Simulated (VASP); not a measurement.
Crystal: AlN.

```
CELL_PARAMETERS angstrom
0.00000 2.18399 2.18399
2.18399 0.00000 2.18399
2.18399 2.18399 0.00000
ATOMIC_POSITIONS crystal
Al 0.00000 0.00000 0.00000
N 0.25000 0.25000 0.25000
```

Measurements of this composition are mostly on another form, of space group No. 186.

Base run:

```yaml
Program: VASP 6.6.1
Functional: HSE03
Potentials_or_basis: VASP PAW PBE potentials, release 64 (Al, N)
Cutoff: 520 eV
k_mesh: 8 × 8 × 8
Occupations: gaussian, width 0.02 eV
Spin: no spin polarisation
```

Its results: band gap on the k mesh 4.33 eV, indirect (least direct gap 5.32 eV); pressure -0.3 GPa.

Q: The run is repeated on the same cell with these changes: functional from HSE03 to PBE0. What comes out?

A: Band gap on the k mesh 5.29 eV, indirect (least direct gap 6.28 eV); pressure -0.5 GPa.

Caveats: the PAW data sets were made with another functional, which shifts forces and pressure a little.
